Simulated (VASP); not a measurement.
A run of VASP 6.6.1 is set up as follows.

File INCAR:

```
SYSTEM = InSb
ALGO = Normal
EDIFF = 1E-7
EDIFFG = -0.005
ENCUT = 600
IBRION = 2
ISIF = 3
ISMEAR = 0
LASPH = .TRUE.
LCHARG = .FALSE.
LREAL = .FALSE.
LWAVE = .FALSE.
NELM = 80
NSW = 90
PREC = Accurate
SIGMA = 0.1
```

The input KPOINTS:

```
k-points
0
G
  14 14 14
  0 0 0
```

POSCAR

```
InSb
1.0
   -2.9447400000      2.9447400000      1.6363770000
    2.9447400000     -2.9447400000      1.6363770000
    2.9447400000      2.9447400000     -1.6363770000
In Sb
1 1
Direct
    0.7500000000      0.2500000000      0.5000000000
    0.0000000000      0.0000000000      0.0000000000
```

Potentials or basis: VASP PAW LDA potentials, release 64 (In_d, Sb).

Run with:

```sh
$ cat potpaw_LDA.64/In_d/POTCAR potpaw_LDA.64/Sb/POTCAR > POTCAR
$ mpirun -np 1 vasp_std > vasp.out
```

**Question.** What does it give for the band gap on the k mesh?

**Answer.** None (metal or under the smearing width).

**Question.** What does it give for the relaxed volume?

**Answer.** 26.04 Å³/atom.

**Question.** What does it give for the space group after relaxing (to 0.05 Å)?

**Answer.** I-4m2 (No. 119).

**Question.** What does it give for the relaxed cell?

**Answer.** a = 4.364 Å, b = 4.364 Å, c = 4.364 Å, α = 97.45°, β = 97.45°, γ = 137.80°.

Final structure:
```xyz
2
Lattice="-2.8786 2.8786 1.5710 2.8786 -2.8786 1.5710 2.8786 2.8786 -1.5710" Properties=species:S:1:pos:R:3 pbc="T T T"
In    0.0000    2.8786    0.7855
Sb    0.0000    5.7572    0.0000
```

Spin-orbit coupling is left out, which matters for the levels of Sb.
